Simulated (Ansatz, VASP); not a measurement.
# One calculation of CaO, two programs

File INCAR:

```
ALGO = Fast
EDIFF = 1E-6
ENCUT = 520
GGA = PE
ISIF = 2
ISMEAR = -1
LASPH = True
LCHARG = True
LELF = True
LREAL = False
LVHAR = True
LWAVE = False
NBANDS = 15
NELM = 60
PREC = Accurate
SIGMA = 0.02
```

KPOINTS

```
k-points
0
Gamma
  8 8 8
```

The input POSCAR:

```
CaO
1.0
    0.0000000000      2.4740490960      2.6067317416
    2.4740490960      0.0000000000      2.6067317416
    2.4740490960      2.4740490960      0.0000000000
Ca O
1 1
Direct
    0.0000000000      0.0000000000      0.0000000000
    0.2500000000      0.2500000000      0.2500000000
```

Input for Ansatz:

```yaml
crystal:
  lattice:
    - [0.0, 2.474049096, 2.6067317416]
    - [2.474049096, 0.0, 2.6067317416]
    - [2.474049096, 2.474049096, 0.0]
  atoms:
    - { symbol: Ca, position: [0.0, 0.0, 0.0] }
    - { symbol: O, position: [0.25, 0.25, 0.25] }
kpoints:
  mp_grid: { grid: [8, 8, 8] }
  band_path:
    path:
      - [0.0, 0.0, 0.0]
      - [-0.5, -0.5, 0.0]
      - [-0.375, -0.375, 0.25]
      - [-0.375, 0.0, 0.375]
      - [0.0, 0.0, 0.5]
      - [-0.5, -0.25, 0.25]
    npoints: 1
hamiltonian:
  xc: pbe
scf:
  occupations: { method: fermi_dirac, width: 0.02 }
  n_extra_bands: 4
output:
  forces: true
  stress: true
  eigenvalues: true
```

Change from the starting cell: biaxial_xy strain -5.1%.

Alike in both runs: task single point; functional PBE; k mesh 8 × 8 × 8; occupations fermi-dirac, width 0.02 eV; no spin polarisation.

|  | VASP | Ansatz |
| --- | --- | --- |
| version | VASP 6.6.1 | Ansatz 0.2.0 |
| potentials or method | VASP PAW PBE potentials, release 64 (Ca_sv, O) | plane waves, PAW |
| plane-wave cutoff (eV) | 520 | 420 |
| valence electrons in the cell | 16 | 16 |

|  | VASP | Ansatz | Ansatz less VASP |
| --- | --- | --- | --- |
| gap on the k mesh at the Fermi level (eV) | 3.64 | 3.65 | +0.009 |
| pressure (GPa) | 12.4 | 11.7 | -0.71 |
| largest component of the traceless stress (GPa) | 0.17 | 0.22 | +0.051 |

The functional is the same, so the differences come from potentials, cutoffs and numerics.

A k mesh can miss the band edges.
